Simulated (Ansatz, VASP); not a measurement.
Sr: VASP beside Ansatz

```
CELL_PARAMETERS angstrom
0.00000 4.23640 4.23640
4.23640 0.00000 4.23640
4.23640 4.23640 0.00000
ATOMIC_POSITIONS crystal
Sr 0.12500 0.12500 0.12500
Sr 0.87500 0.87500 0.87500
```

The cell was built by a generator and needn't be a form met in nature.

Alike in both runs: task relaxation of cell and atoms; functional PBEsol; k mesh 7 × 7 × 7; occupations fermi-dirac, width 0.1 eV; no spin polarisation.

|  | VASP | Ansatz |
| --- | --- | --- |
| version | VASP 6.6.1 | Ansatz 0.2.0 |
| potentials or method | VASP PAW PBE potentials, release 64 (Sr_sv) | plane waves (420 eV) with PAW, scalar-relativistic |
| plane-wave cutoff (eV) | 600 | 420 |
| valence electrons in the cell | 20 | 20 |

VASP gave:

* relaxed volume (Å³/atom): 102.90
* relaxed cell length with the largest relative difference (Å): 6.627
* energy change over the relaxation (meV/atom): -82

Estimate Ansatz's values.

relaxed volume (Å³/atom): 102.65; relaxed cell length with the largest relative difference (Å): 6.622; energy change over the relaxation (meV/atom): -81.

Ansatz warned: «pseudo_functional_mismatch».

Caveats: the volume moved by over 15 % at a fixed basis, so the end points are rough (VASP); the PAW data sets were made with another functional, which shifts forces and pressure a little (VASP).
